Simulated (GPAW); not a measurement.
A run of GPAW 26.7.0:

run.py

```python
from ase import Atoms
from ase.dft.bandgap import bandgap
from ase.io import write
from ase.units import GPa
from gpaw import GPAW, PW

atoms = Atoms(['Bi', 'Bi'],
              cell=[[2.2675, 1.3091417354, 3.938],
                    [-2.2675, 1.3091417354, 3.938],
                    [0.0, -2.6182834708, 3.938]],
              scaled_positions=[[0.766, 0.766, 0.766],
                                [0.234, 0.234, 0.234]],
              pbc=True)

calc = GPAW(mode=PW(600),
            xc='LDA',
            kpts={'size': (6, 6, 6), 'gamma': True},
            occupations={'name': 'fermi-dirac', 'width': 0.05},
            nbands=25,
            convergence={'density': 1e-05, 'energy': 1e-05},
            maxiter=150,
            txt='gpaw.txt')
atoms.calc = calc
energy = atoms.get_potential_energy()
forces = atoms.get_forces()
stress = atoms.get_stress()
calc.write('gs.gpw')
write('result.traj', atoms)
print(f'Energy: {energy:.6f} eV')
print('Forces (eV/A):')
print(forces.round(4))
print('Stress (GPa):', (stress / GPa).round(3))
print('Fermi level:', round(calc.get_fermi_level(), 4), 'eV')
print(f'Gap: {bandgap(calc)[0]:.4f} eV, direct: {bandgap(calc, direct=True)[0]:.4f} eV')

path = atoms.cell.bandpath('GLB1,BZGX,QFP1Z,LP', npoints=60, eps=1e-4)
bs_calc = calc.fixed_density(kpts=path, symmetry='off', nbands=41,
                             convergence={'bands': 'CBM+6.0', 'eigenstates': 1e-6}, txt='bands.txt')
bs = bs_calc.band_structure()
bs.write('bs.json')
print(f'Gap on the path: {bandgap(bs_calc)[0]:.4f} eV')
```

Potentials or basis: the program's PAW data sets (release 1.2.1) made for this functional, pw.

The run is started by

```sh
$ OMP_NUM_THREADS=1 python run.py
```

Hardware: 1 thread of Intel(R) Xeon(R) Platinum 8375C CPU @ 2.90GHz (Ice Lake) (shared host).

Question: Estimate the wall time of this run.

Answer: Run time: 72 s on 1 thread of Intel(R) Xeon(R) Platinum 8375C CPU @ 2.90GHz (Ice Lake) (shared host), peak memory 0.33 GiB. Counts: scf iterations 14, plane waves 2363, bands 25, k points 32.
